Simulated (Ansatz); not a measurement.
Consider GaN (honeycomb bilayer).

The cell holds 4 atoms: 2 Ga and 2 N. Its edges and angles: a = 3.211 Å, b = 3.211 Å, c = 29.400 Å, α = 90.0°, β = 90.0°, γ = 120.0°. Regions: layer 1 (GaN-hc), 2 atoms (1 Ga and 1 N); layer 2 (GaN-hc), 2 atoms (1 Ga and 1 N). Vacuum lies along c.

```xyz
4
Lattice="3.2114 0.0000 0.0000 -1.6057 2.7811 0.0000 0.0000 0.0000 29.4000" Properties=species:S:1:pos:R:3
Ga    0.0000    1.8541   13.1884
N     1.6057    0.9270   13.1521
Ga    0.0000    0.0000   16.2346
N     0.0000    1.8541   16.2479
```

The structure was relaxed with PBE-D3(BJ). The runs that relaxed it are not among those shown.

Gaps computed with Ansatz 0.2.0 without a self-energy: PBE 1.69 eV.

Estimate the G0W0@PBE gap with 6×6×1 mesh, 387 empty bands, screening to 75 eV, PAW set soft_1 files.

About 3.24 eV: on its mesh the run moves the gap from 1.69 eV by +1.56 eV. Bands and cutoff are finite, so the gap is not at the basis limit. The miss can reach some tenths of an eV and take either sign; the mesh is an error of its own. The mesh in the plane is coarse for a sheet; gap and any exciton binding can still move on denser ones. The many-body steps are scalar-relativistic: spin-orbit coupling is not in them.

[Paths, hosts, dates, memory and timing lines, banners, echoed tables and standing remarks are left out of the program output.]

[Logs are printed without paths, hosts, clocks, repeated set-up lines and the standing remarks that a program may print on its own settings, such as how far it seeks lower states.]

[Runs of the session that timed out or met a known fault of the program may be left out.]

[Cells called generated may have been cut or substituted from an entry of the Crystallography Open Database or the Materials Project.]

[Hosts, paths, dates, database ids (printed as entryN), source tags and the programs' standing remarks are cut or masked in the printed files.]
